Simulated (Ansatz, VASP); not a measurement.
**KBr in VASP and in Ansatz**

INCAR

```
ALGO = Normal ; EDIFF = 1E-6
ENCUT = 520 ; ISIF = 2
ISMEAR = 0 ; LASPH = True
LCHARG = False ; LREAL = False
LWAVE = False ; NBANDS = 15
NELM = 100 ; PREC = Accurate
SIGMA = 0.05
```

The input KPOINTS:

```
k-points
0
Gamma
  6 6 6
```

File POSCAR:

```
KBr
1.0
    4.0434990000      0.0303262425      0.0000000000
    0.0303262425      4.0434990000      0.0000000000
    0.0000000000      0.0000000000      4.0434990000
K Br
1 1
Direct
    0.0000000000      0.0000000000      0.0000000000
    0.5000000000      0.5000000000      0.5000000000
```

Input for Ansatz:

```yaml
crystal:
  lattice:
    - [4.043499, 0.0303262425, 0.0]
    - [0.0303262425, 4.043499, 0.0]
    - [0.0, 0.0, 4.043499]
  atoms:
    - { symbol: K, position: [0.0, 0.0, 0.0] }
    - { symbol: Br, position: [0.5, 0.5, 0.5] }
basis:
  ecutwfc: 420
kpoints:
  mp_grid: { grid: [6, 6, 6] }
hamiltonian:
  xc: lda
scf:
  occupations: { method: gaussian, width: 0.05 }
output:
  forces: true
  stress: true
  eigenvalues: true
```

Change from the starting cell: strain +0.0150 x Voigt [0, 0, 0, 0, 0, 1], atoms carried along.

Alike in both runs: task single point; functional LDA; k mesh 6 × 6 × 6; occupations gaussian, width 0.05 eV; no spin polarisation.

```csv
,VASP,Ansatz
version,VASP 6.6.1,Ansatz 0.2.0
potentials or method,"VASP PAW LDA potentials, release 64 (K_sv, Br)","scalar-relativistic, plane waves, PAW"
plane-wave cutoff (eV),520,420
valence electrons in the cell,16,16
```

|  | VASP | Ansatz | Ansatz less VASP |
| --- | --- | --- | --- |
| gap on the k mesh at the Fermi level (eV) | 3.48 | 3.47 | -0.009 |
| least direct gap on the mesh (eV) | 3.74 | 3.73 | -0.010 |
| pressure (GPa) | -2.6 | -2.6 | -0.03 |

A k mesh can miss the band edges.
